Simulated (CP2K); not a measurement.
Runs of CP2K 2026.2 on HfN. Symmetry: Fm-3m, No. 225, cubic system. Conventional cell: a = 4.512 Å, b = 4.512 Å, c = 4.512 Å, α = 90.00°, β = 90.00°, γ = 90.00°. Around Hf (site symmetry m-3m) lie 6 N at 2.26 Å. N (site symmetry m-3m) is surrounded by 6 Hf at 2.26 Å. 

```tsv
task	level	potentials or basis	U	k mesh	PLUS_U_METHOD	CUTOFF of the grids	points a segment of the path (NPOINTS)	bands added on the path	gap on the mesh (eV)	pressure (GPa)
single point	LDA+U	GTH_POTENTIALS Hf GTH-PADE-q12, N GTH-PADE-q5; DZVP-MOLOPT-SR-GTH basis	Hf d U = 6.0 eV	8 × 8 × 8	MULLIKEN	450 Ry	-	-	none	-
band structure	r2SCAN	GTH_POTENTIALS Hf GTH-PBE-q12, N GTH-PBE-q5; DZVP-MOLOPT-SR-GTH basis	-	10 × 10 × 10	-	675 Ry	10	4	none	(a)
single point	LDA+U	GTH_POTENTIALS Hf GTH-PADE-q12, N GTH-PADE-q5; DZVP-MOLOPT-SR-GTH basis	Hf d U = 4.0 eV	8 × 8 × 8	MULLIKEN	450 Ry	-	-	none	-
single point	LDA+U	GTH_POTENTIALS Hf GTH-PADE-q12, N GTH-PADE-q5; DZVP-MOLOPT-SR-GTH basis	Hf d U = 2.0 eV	8 × 8 × 8	MULLIKEN	450 Ry	-	-	none	-
single point	LDA	GTH_POTENTIALS Hf GTH-PADE-q12, N GTH-PADE-q5; DZVP-MOLOPT-SR-GTH basis	-	8 × 8 × 8	-	450 Ry	-	-	none	-17.3
```

Alike in all rows: no spin polarisation; cell as given; smearing fermi-dirac 0.05 eV.

Problem. Fill in the values left out.

Solution. (a) -0.6.

Caveats: the basis of atomic orbitals isn't converged, which shifts pressures, moduli and gaps; this program's U acts on Mulliken populations of all basis functions of the shell, so it isn't the U of plane-wave codes (some runs); energies scatter by some meV and the pressure isn't listed (some runs); the real-space grid breaks the cell's symmetry a little (some runs); U without spin polarisation on a metal has little footing (some runs); the potentials were made for another functional, which shifts forces and pressure (some runs); spin-orbit coupling is left out, which moves the levels of the heavy elements (some runs).

A k mesh can miss the band edges, and the runs leave out spin-orbit coupling on Hf.

A gap of «none» marks a metal or a gap under the smearing width.

Runs at the PBE level aren't shown here.
